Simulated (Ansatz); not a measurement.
# Thickness series of a NiSi2/Si/CoSi2 junction, part 2 of 6

Wanted: T(E), the conductance and its decay constant for NiSi2/Si/CoSi2. The lower electrode is NiSi2 fluorite(111), the upper one CoSi2 fluorite(111); the barrier is Si diamond(111) (whole bilayers). In the first transport cell, after relaxation, the nearest pair of electrode and barrier is Si–Si at 2.36 Å, along the normal, at the lower face and Si–Si at 2.38 Å, along the normal, at the upper one. All share a net of side 3.84 Å, which strains the lower electrode by +0.0 %, the upper one by +1.3 % and the barrier by -0.7 %, against typed lattice constants near PBE's. The first steps treat the bulk electrodes alone.

Ansatz 0.2.0; PBE DFT, plane waves, PAW files (the session's first sound run).

So far: The structure; The strained electrode, electrode NiSi2 fluorite(111).

## (3) The strained electrode, electrode CoSi2 fluorite(111)

System of this step: CoSi2. It takes space group R-3m (No. 166, trigonal). Conventional cell: a = 3.840 Å, b = 3.840 Å, c = 9.198 Å, α = 90.00°, β = 90.00°, γ = 120.00°. Nearest to Si lie 4 Co at 2.30 to 2.35 Å. Nearest to Co lie 8 Si at 2.30 to 2.35 Å. Farther neighbours are not listed.

The electrode is held to the junction's net and relaxed along the normal; its spacing is used for the ideal lead layers.

input.yaml reads:

```yaml
crystal:
  lattice:
    - [3.84, 0.0, 0.0]
    - [-1.92, 3.3255375505, 0.0]
    - [0.0, 0.0, 9.19821853]
  atoms:
    - { symbol: Si, position: [0.0, 0.0, 0.0] }
    - { symbol: Co, position: [0.3333333333, 0.6666666667, 0.0833333333] }
    - { symbol: Si, position: [0.6666666667, 0.3333333333, 0.1666666667] }
    - { symbol: Si, position: [0.3333333333, 0.6666666667, 0.3333333333] }
    - { symbol: Co, position: [0.6666666667, 0.3333333333, 0.4166666667] }
    - { symbol: Si, position: [0.0, 0.0, 0.5] }
    - { symbol: Si, position: [0.6666666667, 0.3333333333, 0.6666666667] }
    - { symbol: Co, position: [0.0, 0.0, 0.75] }
    - { symbol: Si, position: [0.3333333333, 0.6666666667, 0.8333333333] }
kpoints:
  mp_grid: { grid: [12, 12, 3] }
scf:
  occupations: { method: fermi_dirac, width: 0.1 }
  max_iter: 150
hamiltonian:
  xc: pbe
relax:
  f_tol: 0.01
  max_steps: 40
  cell: { fix: [a, b, angles] }
```

The run is started by

```bash
> ansatz run input.yaml --threads 8 --pin off --max-ram 24576MiB --backend cpu --events-out ev --progress --plain --runs-dir out
```

Numbers of over 12 decimals in the logs are rounded to 6 here.

Log:

```text
[...]
Crystal: 9 atoms, lattice volume = 117.462 Å³
Basis set: ecut = 420 eV, 2275 PW (Γ), exchange–correlation on 54×54×128 points (8 copies of the dense FFT grid, shifted against one another)
Bands: 47, of which v1, the nominal top of the filled ones, is band 38 counted from 1 (37 counted from 0)
Symmetry: 36 space group operations
[...]
k-points: 50 of 432
[...]
SCF iter   1: F=—  HF=-19197.546796 eV  |F-HF|=—  |Δ(HF+E_count)|=         —  Δρ=4.36e-3  dr2=2.38e-2  ethr=1.77e-3  ⟨swp⟩=7.5  Hψ=9909  notcnv=0  defer=9
[...]
SCF iter   9: F=-19197.546688 eV  HF=-19197.546688 eV  |F-HF|=2.47e-8  |Δ(HF+E_count)|=   7.13e-9  Δρ=5.97e-6  dr2=2.86e-8  ethr=1.33e-10  ⟨swp⟩=3.9  Hψ=6701  notcnv=0
SCF 1 converged in 9 iterations: F = -19197.546688 eV  dr2 = 2.86e-8
[...]
relax step   1: F+E_penalty+E_count = -19197.54668815 eV  Δ(F+E_penalty+E_count) = +0.000e0 eV  max|allowed force component| = 2.278e-1 eV/Å  Δτ_max = 0.0000 Å  P = -2.777 GPa  Ω = 117.462 Å³  fix = [a, b, alpha, beta, gamma]  reactions: a -4.967, b -4.967 GPa  (9 SCF iters, dr2 threshold 1.00e-7 eV, accepted)
Crystal: 9 atoms, lattice volume = 117.470 Å³
[...]
SCF iter   6: F=-19197.554999 eV  HF=-19197.554999 eV  |F-HF|=8.37e-11  |Δ(HF+E_count)|=   1.03e-9  Δρ=9.25e-7  dr2=7.13e-10  ethr=1.06e-11  ⟨swp⟩=1.2  Hψ=6158  notcnv=0
SCF 2 converged in 6 iterations: F = -19197.554999 eV  dr2 = 7.13e-10
relax step   2: F+E_penalty+E_count = -19197.55499907 eV  Δ(F+E_penalty+E_count) = -8.311e-3 eV  max|allowed force component| = 1.411e-1 eV/Å  Δτ_max = 0.0075 Å  P = -2.832 GPa  Ω = 117.470 Å³  energy of the carried Pulay correction = -3.355e-6 eV  fix = [a, b, alpha, beta, gamma]  reactions: a -4.714, b -4.714 GPa  (6 SCF iters, dr2 threshold 9.00e-7 eV, accepted)
Crystal: 9 atoms, lattice volume = 117.343 Å³
[...]
SCF iter   6: F=-19197.560207 eV  HF=-19197.560207 eV  |F-HF|=4.61e-9  |Δ(HF+E_count)|=   1.14e-8  Δρ=2.42e-6  dr2=1.06e-8  ethr=7.90e-11  ⟨swp⟩=2.0  Hψ=7049  notcnv=0
SCF 3 converged in 6 iterations: F = -19197.560207 eV  dr2 = 1.06e-8
relax step   3: F+E_penalty+E_count = -19197.56020690 eV  Δ(F+E_penalty+E_count) = -5.208e-3 eV  max|allowed force component| = 6.067e-4 eV/Å  Δτ_max = 0.0134 Å  P = -2.685 GPa  Ω = 117.343 Å³  energy of the carried Pulay correction = +5.120e-5 eV  fix = [a, b, alpha, beta, gamma]  reactions: a -4.162, b -4.162 GPa  (6 SCF iters, dr2 threshold 9.00e-7 eV, accepted)
[...]
relax step   4: F+E_penalty+E_count = -19197.56021800 eV  Δ(F+E_penalty+E_count) = -1.110e-5 eV  max|allowed force component| = 8.107e-4 eV/Å  Δτ_max = 0.0010 Å  P = -2.886 GPa  Ω = 117.483 Å³  energy of the carried Pulay correction = -9.109e-6 eV  fix = [a, b, alpha, beta, gamma]  reactions: a -4.272, b -4.272 GPa  (6 SCF iters, dr2 threshold 1.80e-7 eV, accepted)
[...]
relax step   5: F+E_penalty+E_count = -19197.56024996 eV  Δ(F+E_penalty+E_count) = -3.196e-5 eV  max|allowed force component| = 3.136e-4 eV/Å  Δτ_max = 0.0003 Å  P = -2.826 GPa  Ω = 117.441 Å³  energy of the carried Pulay correction = +9.105e-6 eV  fix = [a, b, alpha, beta, gamma]  reactions: a -4.240, b -4.240 GPa  (6 SCF iters, dr2 threshold 3.27e-8 eV, accepted)
[...]
SCF iter   8: F=-19197.560234 eV  HF=-19197.560234 eV  |F-HF|=1.09e-11  |Δ(HF+E_count)|=  3.64e-12  Δρ=6.37e-9  dr2=2.65e-14  ethr=1.00e-12  ⟨swp⟩=1.1  Hψ=4927  notcnv=0
SCF 6 converged in 8 iterations: F = -19197.560234 eV  dr2 = 2.65e-14
relax step   6: F+E_penalty+E_count = -19197.56023418 eV  Δ(F+E_penalty+E_count) = +1.578e-5 eV  max|allowed force component| = 3.140e-4 eV/Å  Δτ_max = 0.0000 Å  P = -2.826 GPa  Ω = 117.441 Å³  fix = [a, b, alpha, beta, gamma]  reactions: a -4.241, b -4.241 GPa  stress off target by 3.86e-3 GPa on what of the cell is left free  SCF on the basis re-selected at this cell (its energy is not comparable with the rows above)  (8 SCF iters)
basis re-selected at this cell: Δ(F+E_penalty+E_count) = +1.578e-5 eV, ΔP = -0.000 GPa vs the last step (what re-selecting the basis moved, of the pressure what is left beyond the Pulay correction that the steps carried, after the strain that the cell walked since its last selection, with what the two solves' SCF thresholds leave and, on support functions, any second-order correction that the steps lacked; it is no m [...]
SCF converged after 8 iterations
Free energy (F): -19197.560234 eV
[...]
Internal energy: -19197.460645 eV  (E = F + TS)
E sigma→0 (E₀):  -19197.510439 eV
Entropy (-TS):   -0.099590 eV (-11.066 meV/atom)
Fermi energy:    12.571349 eV
[...]
--- Forces (eV/Å), atoms counted from 1 ---
  atom   1  Si     0.00000000    -0.00000000    -0.00031402
  atom   2  Co    -0.00000000     0.00000000     0.00000000
  atom   3  Si     0.00000000     0.00000000     0.00031402
  atom   4  Si     0.00000000    -0.00000000    -0.00031402
  atom   5  Co     0.00000000     0.00000000     0.00000000
  atom   6  Si     0.00000000     0.00000000     0.00031402
  atom   7  Si     0.00000000    -0.00000000    -0.00031402
  atom   8  Co    -0.00000000    -0.00000000     0.00000000
  atom   9  Si    -0.00000000     0.00000000     0.00031402
  max |Σ_I F_I| component: 5.55e-17 eV/Å
--- Stress (GPa, compression-positive) ---
       -4.240594      -0.000000       0.000000
        0.000000      -4.240594      -0.000000
        0.000000      -0.000000       0.003859
  P = ⅓ Tr σ = -2.8258 GPa (-28.258 kbar)
--- Relaxed structure (5 steps of the walk, 5 accepted, 1 SCFs on fresh bases) ---
[...]
cell:  # Å, volume = 117.4406 Å³
    - [3.840000, 0, 0]
    - [-1.920000, 3.325538, 0]
    - [0, 0, 9.196558]
  atoms:
    - { symbol: Si, position: [6.709822412596438e-19, 0, 0.00218504] }
    - { symbol: Co, position: [0.333333, 0.666667, 0.083333] }
    - { symbol: Si, position: [0.666667, 0.333333, 0.164482] }
    - { symbol: Si, position: [0.333333, 0.666667, 0.335518] }
    - { symbol: Co, position: [0.666667, 0.333333, 0.416667] }
    - { symbol: Si, position: [-6.709822412596439e-19, 0, 0.497815] }
    - { symbol: Si, position: [0.666667, 0.333333, 0.668852] }
    - { symbol: Co, position: [0, 0, 0.75] }
    - { symbol: Si, position: [0.333333, 0.666667, 0.831148] }
```

Run time: 12 s. Hardware: 8 threads of Arm Neoverse V2, shared host; peak memory 0.7 GiB.

This run has no spin polarisation, although Co can carry a moment.

The steps of the relaxation:

```csv
step,energy less that of the first step (eV),largest force component (eV/Å),pressure (GPa),volume (Å³)
1,0.0000,0.2278,-2.78,117.46
2,-0.0083,0.1411,-2.83,117.47
3,-0.0135,0.0006,-2.69,117.34
4,-0.0135,0.0008,-2.89,117.48
5,-0.0136,0.0003,-2.83,117.44
6*,-0.0135,0.0003,-2.83,117.44
```

Relaxation steps marked * repeat the geometry before them on a plane-wave basis chosen anew for their cell, so energy and pressure can jump there.

Forces are held to the 36 operations that the run works with; a distortion that breaks them can't arise in this run.

```csv
"conventional cell, symmetrised",before,after,change
a (Å),3.840,3.840,-0.0 %
b (Å),3.840,3.840,-0.0 %
c (Å),9.198,9.197,-0.0 %
volume (Å³/atom),13.05,13.05,-0.0 %
```

The atoms that moved most (Å, as changes of fractional coordinates times the final cell):

```csv
atom,dx,dy,dz,length
Si4,0.000,0.000,0.020,0.020
Si1,0.000,0.000,0.020,0.020
Si3,0.000,0.000,-0.020,0.020
Si6,0.000,0.000,-0.020,0.020
Si7,0.000,0.000,0.020,0.020
Si9,0.000,0.000,-0.020,0.020
```

The relaxed structure:

```cif
data_structure
_symmetry_space_group_name_H-M 'P 1'
_symmetry_Int_Tables_number 1
_cell_length_a 3.8400
_cell_length_b 3.8400
_cell_length_c 9.1966
_cell_angle_alpha 90.000
_cell_angle_beta 90.000
_cell_angle_gamma 120.000
_cell_volume 117.44
loop_
_atom_site_label
_atom_site_type_symbol
_atom_site_fract_x
_atom_site_fract_y
_atom_site_fract_z
_atom_site_occupancy
Si1 Si 0.00000 0.00000 0.00219 1
Co2 Co 0.33333 0.66667 0.08333 1
Si3 Si 0.66667 0.33333 0.16448 1
Si4 Si 0.33333 0.66667 0.33552 1
Co5 Co 0.66667 0.33333 0.41667 1
Si6 Si 0.00000 0.00000 0.49781 1
Si7 Si 0.66667 0.33333 0.66885 1
Co8 Co 0.00000 0.00000 0.75000 1
Si9 Si 0.33333 0.66667 0.83115 1
```

This step gave:

```yaml
free_energy: -19197.5602 eV
fermi_energy: 12.57 eV
pressure: -2.826 GPa
```

The relaxation ends with a largest force component of 3.1e-4 eV/Å.

## (4) Relaxation

System of this step: NiSi2/Si/CoSi2. The cell holds 14 atoms: 12 Si, 1 Ni and 1 Co. Its edges and angles: a = 3.840 Å, b = 3.840 Å, c = 33.882 Å, α = 90.0°, β = 90.0°, γ = 120.0°. Vacuum lies along c.

The starting distances are typed guesses, too rough for a quantity that is exponential in distance. A short slab in vacuum serves: only the barrier and the layers next to it are taken over, and later cells can add or drop layers in the barrier's middle. The dipole correction removes the field that unlike faces would set up across the vacuum.

input.yaml reads:

```yaml
crystal:
  lattice:
    - [3.84, 0.0, 0.0]
    - [-1.92, 3.3255375505, 0.0]
    - [0.0, 0.0, 33.8824343919]
  atoms:
    - { symbol: Si, position: [0.33333333, 0.66666667, 0.2361105435] }
    - { symbol: Si, position: [0.0, 0.0, 0.2823701701] }
    - { symbol: Ni, position: [0.33333333, 0.66666667, 0.3054999834] }
    - { symbol: Si, position: [0.66666667, 0.33333333, 0.3286297967] }
    - { symbol: Si, position: [0.66666667, 0.33333333, 0.3956261634] }
    - { symbol: Si, position: [0.0, 0.0, 0.4190456535] }
    - { symbol: Si, position: [0.0, 0.0, 0.4893041237] }
    - { symbol: Si, position: [0.33333333, 0.66666667, 0.5127236138] }
    - { symbol: Si, position: [0.33333333, 0.66666667, 0.582982084] }
    - { symbol: Si, position: [0.66666667, 0.33333333, 0.6064015741] }
    - { symbol: Si, position: [0.66666667, 0.33333333, 0.6733979408] }
    - { symbol: Co, position: [0.0, 0.0, 0.6960208197] }
    - { symbol: Si, position: [0.33333333, 0.66666667, 0.7186436986] }
    - { symbol: Si, position: [0.0, 0.0, 0.7638894565] }
kpoints:
  mp_grid: { grid: [8, 8, 1] }
scf:
  occupations: { method: fermi_dirac, width: 0.1 }
  max_iter: 150
hamiltonian:
  xc: pbe
efield:
  axis: 3
  dipole_correction: true
relax:
  f_tol: 0.04
  max_steps: 60
output:
  forces: true
```

Log:

```text
[...]
Crystal: 14 atoms, lattice volume = 432.681 Å³
Basis set: ecut = 420 eV, 8453 PW (Γ), exchange–correlation on 54×54×480 points (8 copies of the dense FFT grid, shifted against one another)
Bands: 56, of which v1, the nominal top of the filled ones, is band 42 counted from 1 (41 counted from 0)
Symmetry: 6 space group operations
[...]
k-points: 10 of 64 (time reversal used)
[...]
SCF iter   1: F=—  HF=-18593.810001 eV  |F-HF|=—  |Δ(HF+E_count)|=         —  Δρ=4.99e-3  dr2=1.30e0  ethr=1.77e-3  p=-0.008 e·Å  D=-3.51e-3 V/Å  ΔV_dip=0.12 eV  dr2_dipole=9.32e-1  V_vac-E_F(+/−)=4.91/4.79 eV  ⟨swp⟩=10.7  Hψ=3237  notcnv=0  defer=4
efield: sawtooth ramp at fractional position 0.9500 (placed from the atoms, in the widest stretch of the axis that holds none; the zero of the levels goes with the place), width 0.1000; the density the first Hamiltonian is built on has a dipole p = -0.008 e·Å; the dipole correction subtracts the counter field D = -3.51e-3 V/Å, which shifts the + side's vacuum level by +0.12 eV against the − side's; the planar-averaged density in the ramp window peaks in size at 2.3e-5 e/Å³
[...]
SCF iter   2: F=—  HF=-18593.807359 eV  |F-HF|=—  |Δ(HF+E_count)|=   2.64e-3  Δρ=1.08e-2  dr2=3.85e-1  ethr=1.56e-3  p=0.013 e·Å  D=5.46e-3 V/Å  ΔV_dip=-0.19 eV  dr2_dipole=7.08e-3  V_vac-E_F(+/−)=5.08/5.26 eV  ⟨swp⟩=2.0  Hψ=766  notcnv=0  defer=15
[...]
SCF iter   7: F=-18593.780655 eV  HF=-18593.780687 eV  |F-HF|=3.20e-5  |Δ(HF+E_count)|=   3.22e-5  Δρ=7.96e-5  dr2=3.64e-5  ethr=4.82e-8  p=0.007 e·Å  D=2.81e-3 V/Å  ΔV_dip=-0.10 eV  dr2_dipole=5.14e-7  V_vac-E_F(+/−)=5.18/5.27 eV  ⟨swp⟩=4.5  Hψ=2289  notcnv=0
SCF 1 converged in 7 iterations: F = -18593.780655 eV  dr2 = 3.64e-5
[...]
relax step   1: F+E_penalty+E_count = -18593.78065457 eV  Δ(F+E_penalty+E_count) = +0.000e0 eV  max|allowed force component| = 1.256e0 eV/Å  Δτ_max = 0.0000 Å  (7 SCF iters, dr2 threshold 4.00e-5 eV, accepted)
[...]
SCF iter   1: F=—  HF=-18593.924793 eV  |F-HF|=—  |Δ(HF+E_count)|=         —  Δρ=4.61e-3  dr2=4.29e-1  ethr=5.19e-4  p=0.007 e·Å  D=2.81e-3 V/Å  ΔV_dip=-0.10 eV  dr2_dipole=1.86e-1  V_vac-E_F(+/−)=5.15/5.24 eV  ⟨swp⟩=1.0  Hψ=2166  notcnv=0  defer=11
efield: sawtooth ramp at fractional position 0.9500 (handed on by an earlier solve), width 0.1000; the density the first Hamiltonian is built on has a dipole p = 0.007 e·Å; the dipole correction subtracts the counter field D = 2.81e-3 V/Å, which shifts the + side's vacuum level by -0.10 eV against the − side's; the planar-averaged density in the ramp window peaks in size at 7.3e-6 e/Å³
[...]
SCF iter   2: F=—  HF=-18593.909534 eV  |F-HF|=—  |Δ(HF+E_count)|=   1.53e-2  Δρ=3.18e-3  dr2=6.80e-2  ethr=5.17e-4  p=0.010 e·Å  D=4.24e-3 V/Å  ΔV_dip=-0.14 eV  dr2_dipole=1.67e-2  V_vac-E_F(+/−)=5.10/5.24 eV  ⟨swp⟩=2.4  Hψ=884  notcnv=0  defer=11
[...]
SCF iter   8: F=-18593.898898 eV  HF=-18593.898917 eV  |F-HF|=1.96e-5  |Δ(HF+E_count)|=   2.32e-6  Δρ=4.41e-5  dr2=1.53e-5  ethr=7.04e-8  p=0.012 e·Å  D=4.91e-3 V/Å  ΔV_dip=-0.17 eV  dr2_dipole=7.60e-6  V_vac-E_F(+/−)=5.15/5.32 eV  ⟨swp⟩=4.0  Hψ=1560  notcnv=0
SCF 2 converged in 8 iterations: F = -18593.898898 eV  dr2 = 1.53e-5
relax step   2: F+E_penalty+E_count = -18593.89889781 eV  Δ(F+E_penalty+E_count) = -1.182e-1 eV  max|allowed force component| = 5.489e-1 eV/Å  Δτ_max = 0.0839 Å  (8 SCF iters, dr2 threshold 9.86e-5 eV, accepted)
SCF iter   1: F=—  HF=-18593.942551 eV  |F-HF|=—  |Δ(HF+E_count)|=         —  Δρ=2.86e-3  dr2=2.90e-1  ethr=1.87e-3  p=0.012 e·Å  D=4.91e-3 V/Å  ΔV_dip=-0.17 eV  dr2_dipole=2.22e-1  V_vac-E_F(+/−)=5.12/5.29 eV  ⟨swp⟩=3.7  Hψ=1272  notcnv=0  defer=21
[...]
SCF iter   8: F=-18593.931662 eV  HF=-18593.931666 eV  |F-HF|=4.48e-6  |Δ(HF+E_count)|=   2.95e-6  Δρ=2.14e-5  dr2=5.09e-6  ethr=2.27e-8  p=0.018 e·Å  D=7.59e-3 V/Å  ΔV_dip=-0.26 eV  dr2_dipole=1.79e-6  V_vac-E_F(+/−)=5.11/5.37 eV  ⟨swp⟩=4.6  Hψ=1871  notcnv=0
SCF 3 converged in 8 iterations: F = -18593.931662 eV  dr2 = 5.09e-6
relax step   3: F+E_penalty+E_count = -18593.93166196 eV  Δ(F+E_penalty+E_count) = -3.276e-2 eV  max|allowed force component| = 7.534e-2 eV/Å  Δτ_max = 0.0536 Å  (8 SCF iters, dr2 threshold 1.88e-5 eV, accepted)
SCF iter   1: F=—  HF=-18593.932328 eV  |F-HF|=—  |Δ(HF+E_count)|=         —  Δρ=5.18e-4  dr2=1.13e-3  ethr=9.32e-5  p=0.018 e·Å  D=7.59e-3 V/Å  ΔV_dip=-0.26 eV  dr2_dipole=2.48e-6  V_vac-E_F(+/−)=5.11/5.37 eV  ⟨swp⟩=2.0  Hψ=929  notcnv=0  defer=16
[...]
SCF iter   8: F=-18593.932378 eV  HF=-18593.932378 eV  |F-HF|=1.11e-8  |Δ(HF+E_count)|=   5.36e-8  Δρ=1.99e-6  dr2=2.00e-8  ethr=1.20e-10  p=0.018 e·Å  D=7.57e-3 V/Å  ΔV_dip=-0.26 eV  dr2_dipole=6.41e-11  V_vac-E_F(+/−)=5.11/5.37 eV  ⟨swp⟩=5.0  Hψ=1953  notcnv=0
SCF 4 converged in 8 iterations: F = -18593.932378 eV  dr2 = 2.00e-8
relax step   4: F+E_penalty+E_count = -18593.93237785 eV  Δ(F+E_penalty+E_count) = -7.159e-4 eV  max|allowed force component| = 2.069e-2 eV/Å  Δτ_max = 0.0119 Å  (8 SCF iters, accepted)
SCF converged after 8 iterations
Free energy (F): -18593.932378 eV
[...]
Internal energy: -18593.723174 eV  (E = F + TS)
E sigma→0 (E₀):  -18593.827776 eV
Entropy (-TS):   -0.209204 eV (-14.943 meV/atom)
Fermi energy:    2.305536 eV
Dipole field:    D = 0.007562 V/Å  (p = 0.018083 e·Å, saw-weighted, corrected)
Work function:   Φ+ = 5.1147 eV   Φ− = 5.3709 eV
Levels:          The Fermi level and band energies are counted from a zero that moves with the ramp; work functions are not
[...]
--- Forces (eV/Å), atoms counted from 1 ---
  atom   1  Si     0.00000000     0.00000000    -0.00059546
  atom   2  Si    -0.00000000     0.00000000     0.00875551
  atom   3  Ni     0.00000000     0.00000000    -0.00883595
  atom   4  Si    -0.00000000    -0.00000000     0.00633235
  atom   5  Si     0.00000000    -0.00000000     0.00255526
  atom   6  Si     0.00000000     0.00000000    -0.00857788
  atom   7  Si     0.00000000    -0.00000000    -0.01454688
  atom   8  Si    -0.00000000     0.00000000     0.01030420
  atom   9  Si     0.00000000    -0.00000000     0.00860731
  atom  10  Si    -0.00000000     0.00000000     0.00267935
  atom  11  Si     0.00000000    -0.00000000    -0.01093044
  atom  12  Co     0.00000000     0.00000000     0.01871242
  atom  13  Si     0.00000000     0.00000000    -0.02069449
  atom  14  Si     0.00000000    -0.00000000     0.00621308
  max |Σ_I F_I| component: 2.16e-5 eV/Å
--- Relaxed structure (4 steps of the walk, 4 accepted, 0 SCFs on fresh bases) ---
  F+E_penalty+E_count = -18593.93237785 eV   max|allowed force component| = 2.069e-2 eV/Å
  atoms:
    - { symbol: Si, position: [0.333333, 0.666667, 0.233332] }
    - { symbol: Si, position: [-7.011848808094537e-17, 2.397930700515681e-17, 0.278804] }
    - { symbol: Ni, position: [0.333333, 0.666667, 0.301461] }
    - { symbol: Si, position: [0.666667, 0.333333, 0.327127] }
    - { symbol: Si, position: [0.666667, 0.333333, 0.396756] }
    - { symbol: Si, position: [-6.469467405064238e-17, 2.3979307005156806e-17, 0.420275] }
    - { symbol: Si, position: [-6.487856418774913e-17, 2.3979307005156797e-17, 0.490370] }
    - { symbol: Si, position: [0.333333, 0.666667, 0.513783] }
    - { symbol: Si, position: [0.333333, 0.666667, 0.583890] }
    - { symbol: Si, position: [0.666667, 0.333333, 0.607177] }
    - { symbol: Si, position: [0.666667, 0.333333, 0.677432] }
    - { symbol: Co, position: [-6.381156568044059e-17, 2.3979307005156785e-17, 0.698030] }
    - { symbol: Si, position: [0.333333, 0.666667, 0.718947] }
    - { symbol: Si, position: [-6.679518348359095e-17, 2.3979307005156773e-17, 0.763261] }
```

Elapsed: 11 s, on 8 threads; peak memory 1.3 GiB.

This run has no spin polarisation, although Co and Ni can carry a moment.

Relaxation path:

```csv
step,energy less that of the first step (eV),largest force component (eV/Å)
1,0.0000,1.2557
2,-0.1182,0.5489
3,-0.1510,0.0753
4,-0.1517,0.0207
```

Forces are held to the 6 operations that the run works with; a distortion that breaks them can't arise in this run.

The atoms that moved most (Å):

```csv
atom,dx,dy,dz,length
Ni3,0.000,0.000,-0.137,0.137
Si11,0.000,0.000,0.137,0.137
Si2,0.000,0.000,-0.121,0.121
Si1,0.000,0.000,-0.094,0.094
Co12,0.000,0.000,0.068,0.068
Si4,0.000,0.000,-0.051,0.051
Si6,0.000,0.000,0.042,0.042
Si5,0.000,0.000,0.038,0.038
```

The relaxed structure:

```cif
data_structure
_symmetry_space_group_name_H-M 'P 1'
_symmetry_Int_Tables_number 1
_cell_length_a 3.8400
_cell_length_b 3.8400
_cell_length_c 33.8824
_cell_angle_alpha 90.000
_cell_angle_beta 90.000
_cell_angle_gamma 120.000
_cell_volume 432.68
loop_
_atom_site_label
_atom_site_type_symbol
_atom_site_fract_x
_atom_site_fract_y
_atom_site_fract_z
_atom_site_occupancy
Si1 Si 0.33333 0.66667 0.23333 1
Si2 Si 0.00000 0.00000 0.27880 1
Ni3 Ni 0.33333 0.66667 0.30146 1
Si4 Si 0.66667 0.33333 0.32713 1
Si5 Si 0.66667 0.33333 0.39676 1
Si6 Si 0.00000 0.00000 0.42027 1
Si7 Si 0.00000 0.00000 0.49037 1
Si8 Si 0.33333 0.66667 0.51378 1
Si9 Si 0.33333 0.66667 0.58389 1
Si10 Si 0.66667 0.33333 0.60718 1
Si11 Si 0.66667 0.33333 0.67743 1
Co12 Co 0.00000 0.00000 0.69803 1
Si13 Si 0.33333 0.66667 0.71895 1
Si14 Si 0.00000 0.00000 0.76326 1
```

This step gave:

| Item | Value |
| --- | --- |
| free energy | -18593.9324 eV |
| Fermi energy | 2.306 eV |
| work function, upper face | 5.115 eV |
| work function, lower face | 5.371 eV |
| dipole moment | 0.01808 e·Å |
| dipole field | 0.007562 V/Å |

The largest force component on a free atom ends at 0.021 eV/Å. The work functions of the outer faces are 5.37 and 5.11 eV.

[end of part 2 of 6]

[Logs are printed without paths, hosts, clocks, repeated set-up lines and the standing remarks that a program may print on its own settings, such as how far it seeks lower states.]

[Hosts, paths, dates, database ids (printed as entryN), source tags and the programs' standing remarks are cut or masked in the printed files.]
